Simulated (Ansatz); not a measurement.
Born–Oppenheimer molecular dynamics of a periodic cell of 17 atoms, Ta$_{16}$H (host Ta, host structure bcc, interstitial H). It goes on from the last frame of an earlier run, with new velocities.

All numbers below come from DFT PBE, scalar-relativistic, plane waves, PAW in Ansatz. Settings: accuracy low, cutoff 420 eV, k mesh 2x2x2, fermi-dirac smearing 0.05 eV, no spin polarisation.

| Quantity | Value |
| --- | --- |
| ensemble | NVE (velocity Verlet) |
| time step | 0.5 fs |
| steps asked | 300 |
| starting velocities drawn for | 840 K |
| seed | 498970 |

First frame:

```xyz
17
Lattice="6.6200 0.0000 0.0000 0.0000 6.6200 0.0000 0.0000 0.0000 6.6200" Properties=species:S:1:pos:R:3
Ta 0.094 -0.004 0.004
Ta 3.321 -0.029 0.017
Ta -0.026 3.302 0.015
Ta -0.026 0.022 3.343
Ta 1.635 1.597 1.623
Ta 3.284 3.396 -0.008
Ta 3.323 0.062 3.365
Ta 4.929 1.693 1.646
Ta 0.052 3.414 3.332
Ta 1.647 4.913 1.612
Ta 1.575 1.595 4.956
Ta 3.302 3.311 3.295
Ta 4.967 4.868 1.692
Ta 4.995 1.676 4.883
Ta 1.709 4.902 4.959
Ta 4.934 4.947 4.951
H 5.077 0.799 -0.222
```

Q: What does the run give?

A: The run went to its last step.

| Property | Result |
| --- | --- |
| steps done | 300 |
| time covered | 150 fs |
| mean temperature over the second half | 654 K |
| spread of the potential energy over the second half | 7.8 meV per atom |
| mean potential energy of the second half above the start | 22.7 meV per atom |

The conserved energy stayed within 0.06 meV per atom of its start (net change -0.045 meV per atom), so the integration is sound. A run of 0.15 ps of so small a system gives no equilibrium averages. Limits of this set-up: coarse k mesh, odd electron count without spin, a small cell, in which the defect meets its images, a typed lattice constant that wasn't relaxed here, low accuracy level.

Q: What happens to the structure?

A: Mean squared displacements from the first frame to the last, about the centre of mass: Ta 0.02 Å², H 0.11 Å². Another seed would give other details.

Q: How do temperature and energy run in time?

A: 
```
time (fs)  T (K)  potential energy less start (eV)  conserved less start (meV/atom)
        0    840                             0.000                             0.00
      7.5    832                             0.016                            -0.01
       15    738                             0.212                             0.00
     22.5    701                             0.288                            -0.03
       30    590                             0.516                            -0.02
     37.5    481                             0.742                             0.00
       45    468                             0.768                            -0.03
     52.5    411                             0.887                            -0.01
       60    454                             0.799                            -0.03
     67.5    469                             0.768                            -0.01
       75    510                             0.681                             0.00
     82.5    577                             0.545                            -0.01
       90    631                             0.432                            -0.01
     97.5    691                             0.308                            -0.03
      105    738                             0.211                            -0.04
    112.5    687                             0.317                             0.00
      120    738                             0.211                            -0.03
    127.5    726                             0.234                            -0.05
      135    638                             0.417                            -0.02
    142.5    586                             0.526                            -0.01
      150    617                             0.461                            -0.05
```

The run took 17 min on 2 threads of AMD EPYC 7B13 (Zen 3), with other jobs on the host, peak memory 1 GiB.
